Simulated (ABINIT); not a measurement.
A run of ABINIT 10.8.3 (patched build):

run.abi

```
# Pseudopotentials
pp_dirpath "./"
pseudos "La.LDA_PW-JTH.xml, O.LDA_PW-JTH.xml"

# Structure
acell 6.2667802772 6.2667802772 3.299766 Angstrom
rprim
     1.0000000000     0.0000000000     0.0000000000
    -0.5000000000     0.8660254038     0.0000000000
     0.0000000000     0.0000000000     1.0000000000
ntypat 2
znucl 57 8
natom 5
typat 1 1 2 2 2
xred
     0.6666666667     0.3333333333     0.5000000000
     0.3333333333     0.6666666667     0.5000000000
     0.5080139900     0.0000000000     0.0000000000
     0.0000000000     0.5080139900     0.0000000000
     0.4919860100     0.4919860100     0.0000000000
chkprim 0
chksymtnons 0
tolsym 1.0e-6

# Plane-wave basis
ecut 23.0
pawecutdg 45.0

# k points
kptopt 1
ngkpt 4 4 7
nshiftk 1
shiftk 0.0 0.0 0.0

# Exchange and correlation
ixc 7

# Bands and occupations
nband 27
occopt 3
tsmear 0.05 eV

# SCF cycle
nstep 100
tolvrs 1.0e-9

# Output
iomode 3
prtwf 0
prtden 0
prteig 0
prtebands 0
enunit 1

# Relaxation
ionmov 22
ntime 60
tolmxf 0.0001
optcell 2
dilatmx 1.08
ecutsm 0.5
```

Potentials or basis: JTH PAW LDA v2.0.

Command:

```sh
$ abinit run.abi > log 2>&1
```

Hardware: 1 thread of Arm Neoverse V1, with other jobs on the host.

Task: How long does it take, and how much memory?

Result: Wall time 13 min on 1 thread of Arm Neoverse V1, with other jobs on the host, peak memory 0.24 GiB. Counts: scf iterations 82, mpi ranks 1, k points 16, bands 27, plane waves 5038, ion steps 6.
